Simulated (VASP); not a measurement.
TiC, 2 atoms in the cell. Symmetry: Fm-3m, No. 225, cubic system. The conventional cell has a = 4.319 Å, b = 4.319 Å, c = 4.319 Å, α = 90.00°, β = 90.00°, γ = 90.00°. Around Ti (site symmetry m-3m) lie 6 C at 2.16 Å. Around C (site symmetry m-3m) lie 6 Ti at 2.16 Å. 

* Program: VASP 6.6.1
* Task: relaxation of cell and atoms
* Functional: PBEsol
* Potentials or basis: VASP PAW PBE potentials, release 64 (Ti_sv, C)
* Cutoff: 600 eV
* k mesh: 14 × 14 × 14
* Occupations: methfessel-paxton, width 0.1 eV
* Spin: no spin polarisation
* Further INCAR settings: ALGO = Normal; EDIFF = 1e-06; IBRION = 2; EDIFFG = -0.01; NSW = 90; ISIF = 3

Potentials or basis: VASP PAW PBE potentials, release 64 (Ti_sv, C).

The run is started by

```bash
$ cat potpaw_PBE.64/Ti_sv/POTCAR potpaw_PBE.64/C/POTCAR > POTCAR
$ mpirun -np 1 vasp_std > vasp.out
```

Hardware: 1 thread of Intel(R) Xeon(R) Platinum 8488C (Sapphire Rapids), with other jobs on the host.

Estimate the wall time of this run.

Run time: 37 s on 1 thread of Intel(R) Xeon(R) Platinum 8488C (Sapphire Rapids), on a shared host, peak memory 0.16 GiB. Counts: scf iterations 35, k points 104, ion steps 3.
